In r2SCAN calculations, CdTe loses band gap whether a film of it is strongly squeezed or strongly stretched in its plane. Two effects do most of the work: a change of volume moves the gap up or down, while a change of shape splits the top of the valence band and always narrows the gap at first order. In the strongly squeezed film these two nearly cancel, and a sinking conduction edge appears to tip the balance. One constant for volume and two for shape let you estimate the gap change by hand, to within about 0.04 eV in every row except that of the strongly squeezed film.

Band gap of CdTe (F-43m, a = 6.560 Å unstrained) under strain, calculated with Ansatz 0.2.0 (r2SCAN, plane-wave PAW, 500 eV cutoff, 6×6×6 k mesh, no spin polarisation). Strains and gap changes are relative to the cell relaxed with r2SCAN; atoms are relaxed at each strain. Shear is given as the engineering angle, and in epitaxial rows the cell is also relaxed along the normal.

| strain kind | strain (%) | band gap (eV) | band gap change (eV) |
| --- | --- | --- | --- |
| biaxial xy | 5.99 | 0.686 | -0.475 |
| epitaxial xy | -5.83 | 1.059 | -0.102 |
| epitaxial xy | 5 | 0.841 | -0.320 |
| hydrostatic | -4 | 1.561 | 0.400 |
| hydrostatic | -3 | 1.459 | 0.298 |
| hydrostatic | -2 | 1.358 | 0.197 |
| hydrostatic | -1 | 1.258 | 0.097 |
| hydrostatic | 1 | 1.066 | -0.095 |
| hydrostatic | 2 | 0.973 | -0.188 |
| hydrostatic | 3 | 0.882 | -0.279 |
| hydrostatic | 4 | 0.794 | -0.367 |
| hydrostatic | 5 | 0.708 | -0.453 |
| shear xy | -4.84 | 1.016 | -0.145 |
| shear xy | 1 | 1.135 | -0.026 |
| uniaxial 111 | -1 | 1.158 | -0.002 |
| uniaxial z | 0.57 | 1.137 | -0.025 |

**The top rows: in-plane strain.** All strains count from the cell relaxed with r2SCAN, whose edge of 6.560 Å is roughly 1 % longer than the measured one. In the biaxial row the height of the cell is held, so the volume grows strongly and the gap shrinks. In the epitaxial rows the height is free and moves against the plane, by about 1.3 to 1.4 times the in-plane strain. The volume then changes much less and the shape much more. The film squeezed by 5.83 % has a smaller volume than the unstrained crystal, which alone would open the gap, yet its gap falls by 0.10 eV. To separate the two effects, take each in its pure form.

**The hydrostatic rows: volume without shape.** Here all lengths change alike and the gap falls steadily from compression to expansion. The usual explanation is overlap: the conduction edge is an antibonding mixture of Cd and Te s orbitals, the valence top a bonding state built mainly from Te p. Bringing the atoms closer drives such states apart. The rows at ±1 % give a mean slope of 0.096 eV for each per cent of length. The true curve bends slightly, so at +5 % a straight line overstates the fall of 0.453 eV by about 6 %. On the other side, real CdTe leaves this crystal structure at a pressure of a few GPa, so the rows at −3 and −4 % show how the computed curve runs on, not what a real crystal would do.

**The shear rows: shape almost without volume.** In the cubic crystal the three Te p orbitals, along x, y and z, have the same energy at the valence top. A shear in the xy plane mixes the x and y orbitals into two diagonal combinations. One gains bonding and sinks, the other loses it and rises by the same amount. Reversing the shear only exchanges the two, so the gap narrows either way.

The calculated band edges support this picture. At −4.84 % shear the gap falls by 0.145 eV, while the conduction edge sinks by only about 0.02 eV compared with hydrostatic cells of equal volume. Most of the change therefore comes from the rising valence top. The row at +1 % sets the constant: 0.026 eV for each per cent of shear angle.

**The 111 row: two effects that cancel.** Shortening the crystal by 1 % along its body diagonal changes the gap by only −0.002 eV, which looks like insensitivity. In fact the mean length falls by a third of a per cent, which should open the gap by 0.032 eV. The same strain also contains three equal shears of two thirds of a per cent each. Together they shift the p combination along the diagonal by twice the single-shear amount, or 0.035 eV, and the other two levels by half as much the opposite way. Whether the diagonal level rises or sinks cannot be read from the xy shear rows, and it is expected to depend on how the atoms relax within the cell. If it rises, the sum is −0.003 eV, which matches the calculation. This row therefore chooses the sign, but it sets no constant.

**The last row: stretching along z.** When z becomes the long axis, the bonds turn towards it. The z orbital then bonds more strongly and sinks, while the x and y orbitals rise. With the effect of volume set aside, the mean of the three levels stays put at first order, so the pair rises by one unit while the single level sinks by two. If z becomes the short axis, the order reverses and the single level rises by two units. After the volume part is removed, only about 0.006 eV is left, and from this small remainder the row gives a unit of 0.011 eV for each per cent of difference between the z strain and the in-plane strain.

For strains along the cube axes that change x and y alike, or for a shear in the xy plane on its own, the rule is

$$\Delta E \approx -0.096\,\bar\varepsilon \;-\; 0.011\,n\,|\delta| \;-\; 0.026\,|\gamma| .$$

Here $\Delta E$ is the band gap change in eV and all strains are in per cent. $\bar\varepsilon$ is the mean of the three length changes, $\delta$ the z strain less the in-plane strain, and $\gamma$ the shear angle. The factor $n$ is 1 if z is the longer axis and 2 if it is the shorter.

**Back to the top: a film stretched by 5 %.** This row too was kept out of the constants. The calculation gives a height that shrinks by 7.2 %; without that value, take 1.3 to 1.4 times the in-plane strain, with the opposite sign. The estimate runs as follows:

- Volume: $\bar\varepsilon = (5+5-7.2)/3 \approx 0.93$, which gives −0.09 eV.
- Shape: $|\delta| = 12.2$ with $n = 2$, which gives −0.27 eV.
- Sum: −0.36 eV, against −0.32 eV in the calculation.

Shape thus accounts for three quarters of the estimate. In the biaxial row, where the height is held, volume dominates instead.

**How far to trust it.** Over the twelve rows that did not set the constants, seven of which test only the volume part, the root-mean-square error is 0.03 eV (0.05 eV over the five that change shape), and all but one lie within about 0.04 eV of the calculation. The exception is the film squeezed by 5.83 %, for which the rule gives −0.01 eV instead of −0.10 eV. There the conduction edge lies about 0.09 eV below that of a hydrostatic cell of equal volume, whereas the rule assumes that a change of shape leaves this edge alone. The comparison is approximate, because a change of shape can also move the zero of energy. Two causes are possible, and neither was tested. One is mixing between bands, which shifts energies by an amount that grows with the square of the strain. The other is bond length: the bonds in this film are about 0.4 % longer than in the hydrostatic cell of equal volume, which should lower an antibonding state, though at the hydrostatic slope of the gap this would give only about 0.04 eV. In the film stretched by 5 % the conduction edge sinks too, by about 0.05 eV, but the valence top rises less than the rule assumes. The good estimate there owes something to cancelling errors.

The factor of one or two is a small-strain result of theory. No weakly strained row has z as the short axis, and in the two strongly strained rows that do, the rule overstates the fall by about 0.04 eV. At equal volume, the two epitaxial rows lose almost the same gap, about 0.25 eV, although the rule assigns them different factors. To match the calculation, the squeezed film would need $n$ of about 1.6, the stretched film 1.7 and the biaxial cell 1.4, so at strains of 5 to 6 % a single value near 1.6 does better than 1 and 2. That value is only a fit to three rows: it absorbs the drop of the conduction edge, which $n$ does not describe. No row tests a weakly squeezed film, where the rule is expected to hold better.

**From this calculation to a real film.** Spin-orbit coupling, which is left out here, splits the valence top of CdTe by roughly 0.9 eV, more than any of these strains does. Theory then predicts that only two of the three levels compete at the top and that they move apart equally. For small strains along the cube axes, $n$ is then 1 in both directions, with the same unit as before. For the xy shear, the constant should shrink by a factor of $\sqrt{3}$. The volume constant is the safest one to carry over, since it does not depend on how the valence top splits. The rule is also meant for changes of the gap, since r2SCAN makes the gap itself too small.
